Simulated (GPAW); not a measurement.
# KCl (Pm-3m) in GPAW: settings compared

One crystal, KCl, is run at these levels: PBEsol, LDA; tasks: single point.

Everything below comes from runs of GPAW 26.7.0. Logs are shortened: lines on timing, memory, paths and dates and some standing lists are left out, and cuts for length are marked. The log counts tension as positive stress, the text compression.

**1. The crystal as given**

Symmetry: Pm-3m, No. 221, cubic system. The conventional cell has a = 3.839 Å, b = 3.839 Å, c = 3.839 Å, α = 90.00°, β = 90.00°, γ = 90.00°. K (site symmetry m-3m) has 8 Cl at 3.32 Å as nearest neighbours. Around Cl (site symmetry m-3m) lie 8 K at 3.32 Å.

Measurements of this composition are mostly on another form, of space group No. 225.

**2. Single point, PBEsol**

run.py reads:

```python
from ase import Atoms
from ase.dft.bandgap import bandgap
from ase.io import write
from ase.units import GPa
from gpaw import GPAW, PW, setup_paths

setup_paths.insert(0, '.')

atoms = Atoms(['K', 'Cl'],
              cell=[[3.839196, 0.0, 0.0],
                    [0.0, 3.839196, 0.0],
                    [0.0, 0.0, 3.839196]],
              scaled_positions=[[0.0, 0.0, 0.0],
                                [0.5, 0.5, 0.5]],
              pbc=True)

calc = GPAW(mode=PW(450),
            xc='PBEsol',
            kpts={'size': (6, 6, 6), 'gamma': True},
            occupations={'name': 'fermi-dirac', 'width': 0.05},
            nbands=16,
            maxiter=120,
            txt='gpaw.txt')
atoms.calc = calc
energy = atoms.get_potential_energy()
forces = atoms.get_forces()
stress = atoms.get_stress()
calc.write('gs.gpw')
write('result.traj', atoms)
print(f'Energy: {energy:.6f} eV')
print('Forces (eV/A):')
print(forces.round(4))
print('Stress (GPa):', (stress / GPa).round(3))
print('Fermi level:', round(calc.get_fermi_level(), 4), 'eV')
print(f'Gap: {bandgap(calc)[0]:.4f} eV, direct: {bandgap(calc, direct=True)[0]:.4f} eV')
```

Potentials or basis: PAW data sets generated in the run's folder for this functional, pw.

The run is started by

```sh
gpaw-setup -f PBEsol Cl K
OMP_NUM_THREADS=1 python run.py
```

gpaw.txt:

```text
__  _  _
 | _ |_)|_||  |
 |__||  | ||/\| - 26.7.0

Input parameters:
  mode=PW(ecut=450.00000000000006),
  kpts=MonkhorstPack(size=(6, 6, 6), gamma=True),
  maxiter=120,
  nbands=16,
  occupations=Occupations(name='fermi-dirac', width=0.05),
  xc=XC(name='PBEsol')

Diagonalizing LCAO Hamiltonian
Converting LCAO to pw mode
   .--------.
  /|        |
 * |        |
 | |        |
 | |  Cl    |
 | .--------.
 |/        /
 K--------*

Atoms  # Å, Bohr magnetons
|   | symbol |        x |        y |        z |    initial magnetic moments |
|---|--------|----------|----------|----------|-----------------------------|
| 0 |      K | 0.000000 | 0.000000 | 0.000000 | ( 0.0000,  0.0000,  0.0000) |
| 1 |     Cl | 1.919598 | 1.919598 | 1.919598 | ( 0.0000,  0.0000,  0.0000) |

Unit cell  # Å
| periodic |        x |        y |        z |  lengths |    angles |
|----------|----------|----------|----------|----------|-----------|
|      yes | 3.839196 | 0.000000 | 0.000000 | 3.839196 | 90.000000 |
|      yes | 0.000000 | 3.839196 | 0.000000 | 3.839196 | 90.000000 |
|      yes | 0.000000 | 0.000000 | 3.839196 | 3.839196 | 90.000000 |

Number of symmetries: 48
Symmetry operations  # r_c * U_cc + t_c -> r_c
|    | kind |            matrix            |
|----|------|------------------------------|
|  0 |  E   |  1, 0, 0,  0, 1, 0,  0, 0, 1 |
|  1 |  σ   |  1, 0, 0,  0, 1, 0,  0, 0,-1 |
|  2 |  σ   |  1, 0, 0,  0, 0, 1,  0, 1, 0 |
|  3 |  C4  |  1, 0, 0,  0, 0, 1,  0,-1, 0 |
|  4 |  C4  |  1, 0, 0,  0, 0,-1,  0, 1, 0 |
|  5 |  σ   |  1, 0, 0,  0, 0,-1,  0,-1, 0 |
|  6 |  σ   |  1, 0, 0,  0,-1, 0,  0, 0, 1 |
|  7 |  C2  |  1, 0, 0,  0,-1, 0,  0, 0,-1 |
|  8 |  σ   |  0, 1, 0,  1, 0, 0,  0, 0, 1 |
|  9 |  C2  |  0, 1, 0,  1, 0, 0,  0, 0,-1 |
| 10 |  C3  |  0, 1, 0,  0, 0, 1,  1, 0, 0 |
| 11 |  S6  |  0, 1, 0,  0, 0, 1, -1, 0, 0 |
| 12 |  S6  |  0, 1, 0,  0, 0,-1,  1, 0, 0 |
| 13 |  C3  |  0, 1, 0,  0, 0,-1, -1, 0, 0 |
| 14 |  C4  |  0, 1, 0, -1, 0, 0,  0, 0, 1 |
| 15 |  S4  |  0, 1, 0, -1, 0, 0,  0, 0,-1 |
| 16 |  C3  |  0, 0, 1,  1, 0, 0,  0, 1, 0 |
| 17 |  S6  |  0, 0, 1,  1, 0, 0,  0,-1, 0 |
| 18 |  σ   |  0, 0, 1,  0, 1, 0,  1, 0, 0 |
| 19 |  C4  |  0, 0, 1,  0, 1, 0, -1, 0, 0 |
| 20 |  C2  |  0, 0, 1,  0,-1, 0,  1, 0, 0 |
| 21 |  S4  |  0, 0, 1,  0,-1, 0, -1, 0, 0 |
| 22 |  S6  |  0, 0, 1, -1, 0, 0,  0, 1, 0 |
| 23 |  C3  |  0, 0, 1, -1, 0, 0,  0,-1, 0 |
| 24 |  S6  |  0, 0,-1,  1, 0, 0,  0, 1, 0 |
| 25 |  C3  |  0, 0,-1,  1, 0, 0,  0,-1, 0 |
| 26 |  C4  |  0, 0,-1,  0, 1, 0,  1, 0, 0 |
| 27 |  σ   |  0, 0,-1,  0, 1, 0, -1, 0, 0 |
| 28 |  S4  |  0, 0,-1,  0,-1, 0,  1, 0, 0 |
| 29 |  C2  |  0, 0,-1,  0,-1, 0, -1, 0, 0 |
| 30 |  C3  |  0, 0,-1, -1, 0, 0,  0, 1, 0 |
| 31 |  S6  |  0, 0,-1, -1, 0, 0,  0,-1, 0 |
| 32 |  C4  |  0,-1, 0,  1, 0, 0,  0, 0, 1 |
| 33 |  S4  |  0,-1, 0,  1, 0, 0,  0, 0,-1 |
| 34 |  S6  |  0,-1, 0,  0, 0, 1,  1, 0, 0 |
| 35 |  C3  |  0,-1, 0,  0, 0, 1, -1, 0, 0 |
| 36 |  C3  |  0,-1, 0,  0, 0,-1,  1, 0, 0 |
| 37 |  S6  |  0,-1, 0,  0, 0,-1, -1, 0, 0 |
| 38 |  σ   |  0,-1, 0, -1, 0, 0,  0, 0, 1 |
| 39 |  C2  |  0,-1, 0, -1, 0, 0,  0, 0,-1 |
| 40 |  σ   | -1, 0, 0,  0, 1, 0,  0, 0, 1 |
| 41 |  C2  | -1, 0, 0,  0, 1, 0,  0, 0,-1 |
| 42 |  C2  | -1, 0, 0,  0, 0, 1,  0, 1, 0 |
| 43 |  S4  | -1, 0, 0,  0, 0, 1,  0,-1, 0 |
| 44 |  S4  | -1, 0, 0,  0, 0,-1,  0, 1, 0 |
| 45 |  C2  | -1, 0, 0,  0, 0,-1,  0,-1, 0 |
| 46 |  C2  | -1, 0, 0,  0,-1, 0,  0, 0, 1 |
| 47 |  i   | -1, 0, 0,  0,-1, 0,  0, 0,-1 |

BZ-sampling:
  Number of BZ points: 216
  Number of IBZ points: 20

  Monkhorst-Pack size: [6, 6, 6]
  Monkhorst-Pack shift: [0.08333333333333333, 0.08333333333333333, 0.08333333333333333]

K-points  # in reciprocal-cell coordinates
|     |                                coordinates |     weight |
|-----|--------------------------------------------|------------|
|   0 | (  0.00000000,   0.00000000,   0.00000000) | 0.00462963 |
|   1 | (  0.16666667,   0.00000000,   0.00000000) | 0.02777778 |
|   2 | (  0.16666667,   0.16666667,   0.00000000) | 0.05555556 |
|   3 | (  0.16666667,   0.16666667,   0.16666667) | 0.03703704 |
|   4 | (  0.33333333,   0.00000000,   0.00000000) | 0.02777778 |
|   5 | (  0.33333333,   0.16666667,   0.00000000) | 0.11111111 |
|   6 | (  0.33333333,   0.16666667,   0.16666667) | 0.11111111 |
|   7 | (  0.33333333,   0.33333333,   0.00000000) | 0.05555556 |
|   8 | (  0.33333333,   0.33333333,   0.16666667) | 0.11111111 |
|   9 | (  0.33333333,   0.33333333,   0.33333333) | 0.03703704 |
| ... |                                            |            |
|  19 | (  0.50000000,   0.50000000,   0.50000000) | 0.00462963 |

Plane wave coefficients: 1253
Cutoff: 450.00000000000006 eV

Spin-components: 1 (collinear spins)
Bands:           16
Projectors:      10
Spin-degeneracy: 2
Datatype:        complex128

Parallelization:
  kpt:    1
  domain: 1
  band:   1

Density:
  Valence electrons: 16.0
  Components: 1
  Grid points: [20 20 20]
  Charge: 0.0  # |e|

Potential:
  Grid points: [20 20 20]

species:
  K:
    name:    Potassium
    Z:       19.0
    valence: 9
    core:    10
    charge:  0.0  # [|e|]
    compensation charges:
      type: gauss
      rc: 0.35  # [Å]
      lmax: 2
    cutoffs:
      filter: 1.91  # [Å]
      core: 1.27  # [Å]
    projectors
    | kind |    occ | energy [eV] | rcut [Å] |
    |------|--------|-------------|----------|
    |   3s |  2.000 |     -35.262 |    1.122 |
    |   4s |  1.000 |      -2.301 |    1.122 |
    |   3p |  6.000 |     -18.797 |    1.106 |
    |    p |        |       8.414 |    1.106 |
    |    d |        |       0.000 |    0.937 |

    Using partial waves for K as LCAO basis

  Cl:
    name:    Chlorine
    Z:       17.0
    valence: 7
    core:    10
    charge:  0.0  # [|e|]
    compensation charges:
      type: gauss
      rc: 0.25  # [Å]
      lmax: 2
    cutoffs:
      filter: 1.40  # [Å]
      core: 1.49  # [Å]
    projectors
    | kind |    occ | energy [eV] | rcut [Å] |
    |------|--------|-------------|----------|
    |   3s |  2.000 |     -20.615 |    0.794 |
    |   3p |  5.000 |      -8.561 |    0.794 |
    |    s |        |       6.597 |    0.794 |
    |    p |        |      18.651 |    0.794 |
    |    d |        |       0.000 |    0.794 |

    Using partial waves for Cl as LCAO basis

Reference energy: -28896.529748  # eV

eigensolver:
  PPCG
  Converge bands: occupied
  niter=2

density mixing:
  MSR1-Mixer
  Pratt-step length: 0.05
  Maximum mixing coefficient: 0.75
  Old densities: 10
  SVD Regularization: 0.005
  Good broyden scale: 1.0
  Trust region scale: 1.0
  Backstep threshold: 4.0
  History deletion threshold: 6.0
  Fourier metric: weight=20.0, sigma=0.015

occupation numbers:
  Fermi-Dirac:
    width: 0.0500  # eV

poisson solver:
  ecut: 3600.0000000000005  # eV

xc functional:
  name: PBEsol with 2 nearest neighbor stencil

convergence criteria:
- Maximum [total energy] change in last 3 cyles: 0.0005 eV / valence electron
- Maximum integral of absolute [dens]ity change: 0.0001 electrons / valence electron
- Maximum integral of absolute [eigenst]ate change: 4e-08 eV^2 / valence electron
maximum number of iterations: 120

SCF iterations
|iter     | |      energy | eigst |  dens |
|---------|-|-------------|-------|-------|
|iter:   1| |   -7.265115 | -0.38 |       |
|iter:   2| |   -7.222703 | -2.43 | -1.34 |
|iter:   3| |   -7.027868 | -1.94 | -1.37 |
|iter:   4| |   -7.024879 | -3.16 | -1.72 |
|iter:   5| |   -7.025367c| -4.40 | -2.12 |
|iter:   6| |   -7.025455c| -5.53 | -2.76 |
|iter:   7| |   -7.025461c| -6.97 | -3.48 |
|iter:   8| |   -7.025461c| -7.91c| -4.06c|

Converged in 8 steps
Energy contributions relative to reference atoms: (reference = -28896.529748)

Energy contributions:
  Kinetic:           1.105487
  Coulomb:          -0.753477
  Zero:             -0.669490
  External:          0.000000
  Xc:               -6.707982
  Entropy:          -0.000000
  Spinorbit:         0.000000
  ----------------------------
  Free energy:      -7.025461
  Extrapolated:     -7.025461

dipole moment: (-13.992034, -13.992034, -13.992034)  # |e|*Ang

Fermi level: 2.676
Eigenvalues  # (at kpt = [0.000, 0.000, 0.000])
| band index |      eig [eV] | occ [0-2] |
|------------|---------------|-----------|
|          0 |       -27.109 |     2.000 |
|          1 |       -11.781 |     2.000 |
|          2 |       -10.591 |     2.000 |
|          3 |       -10.591 |     2.000 |
|          4 |       -10.591 |     2.000 |
|          5 |         0.554 |     2.000 |
|          6 |         0.554 |     2.000 |
|          7 |         0.554 |     2.000 |
|          8 |         5.388 |     0.000 |
|          9 |         7.200 |     0.000 |
|         10 |         7.200 |     0.000 |
|         11 |        11.260 |     0.000 |
|         12 |        11.260 |     0.000 |
|         13 |        11.260 |     0.000 |
|         14 |        14.085 |     0.000 |
|         15 |        14.086 |     0.000 |

Gap: 4.626 eV
Transition (v -> c):
  (s=0, k=16, n=7, [0.50, 0.50, 0.00]) -> (s=0, k=0, n=8, [0.00, 0.00, 0.00])
Direct/indirect transitions are different
Direct gap: 4.834 eV
Transition at: (s=0, k=0, n=7, [0.00, 0.00, 0.00])

Forces  # eV/Ang
|       x |       y |       z |
|---------|---------|---------|
| 0.00000 | 0.00000 | 0.00000 |  # K    0
| 0.00000 | 0.00000 | 0.00000 |  # Cl   1

Stress tensor  # eV/Ang^3
|        x |        y |        z |
|----------|----------|----------|
| 0.012239 | 0.000000 | 0.000000 |
| 0.000000 | 0.012239 | 0.000000 |
| 0.000000 | 0.000000 | 0.012239 |

# Writing to gs.gpw (mode='')
```

It took 6.5 s on 1 thread of Arm Neoverse V2, shared host; peak memory 0.13 GiB.

What came out:

| Quantity | Value |
| --- | --- |
| Free energy | -7.0255 eV |
| Pressure | -2.0 GPa |
| Band gap on the k mesh | 4.63 eV, indirect (least direct gap 4.83 eV) |

Caveat: the cutoff is short for stress and forces, so pressures can be off by a GPa or more.

**3. Single point, LDA**

Edit run.py of step 2 so:

```diff
@@ -4,5 +4,3 @@
 from ase.units import GPa
-from gpaw import GPAW, PW, setup_paths
-
-setup_paths.insert(0, '.')
+from gpaw import GPAW, PW
 
@@ -17,3 +15,3 @@
 calc = GPAW(mode=PW(450),
-            xc='PBEsol',
+            xc='LDA',
             kpts={'size': (6, 6, 6), 'gamma': True},
```

Potentials or basis: the program's PAW data sets (release 1.2.1) made for this functional, pw.

The run is started by

```sh
OMP_NUM_THREADS=1 python run.py
```

Wall time 6.2 s (1 thread of Arm Neoverse V1, shared host); peak memory 0.14 GiB.

It converged, with:

| Property | Result |
| --- | --- |
| Free energy | -7.4240 eV |
| Pressure | -3.7 GPa |
| Band gap on the k mesh | 4.37 eV, indirect (least direct gap 4.58 eV) |

Levels at points of the mesh, in eV from the valence-band top:
```
           k point  band 4  band 5  band 6  band 7  band 8  band 9  band 10  band 11  band 12
(0.00, 0.00, 0.00)  -11.32  -11.32   -0.21   -0.21   -0.21    4.37     6.24     6.24    10.37
(0.50, 0.00, 0.00)  -11.28  -11.17   -1.85   -0.22   -0.22    7.29     7.59     7.90     9.78
(0.50, 0.50, 0.00)  -11.55  -11.26   -1.24   -1.24    0.00    5.81     6.97     8.66     8.66
(0.50, 0.50, 0.50)  -11.50  -11.50   -1.36   -1.36   -1.36    8.39     8.39     8.39     9.61
```

Caveat: the cutoff is short for stress and forces, so pressures can be off by a GPa or more.
